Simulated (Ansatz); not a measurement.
**Relaxed lattice of AlNi3 against the k-mesh**

Method: DFT PBEsol, scalar-relativistic, plane waves, PAW in Ansatz. Each run relaxes cell and atoms to zero pressure from this start:

```
Al Ni
1.0
     0.00000    2.80189    2.80189
     2.80189    0.00000    2.80189
     2.80189    2.80189    0.00000
Al Ni
1 3
Direct
  0.50000 0.50000 0.50000
  0.25000 0.25000 0.25000
  0.00000 0.00000 0.00000
  0.75000 0.75000 0.75000
```

- plane-wave cutoff: 420 eV
- occupation rule: Gaussian smearing, 0.1 eV
- spin treatment: unpolarised

Lengths are those of the conventional cell, space group Fm-3m.

```
  k-mesh a (Å) volume (Å³/atom) gap on mesh (eV)
   1×1×1  5.635             11.18             metal
   2×2×2  5.596             10.95             metal
   4×4×4  5.597             10.96             metal
   6×6×6  5.597             10.96             metal
   8×8×8  5.597             10.96             metal
14×14×14  5.597             10.96             metal
```

Cost: 6 runs of about 0.52 core-minutes in all, on Intel Xeon 6975P-C (Granite Rapids) (shared hosts).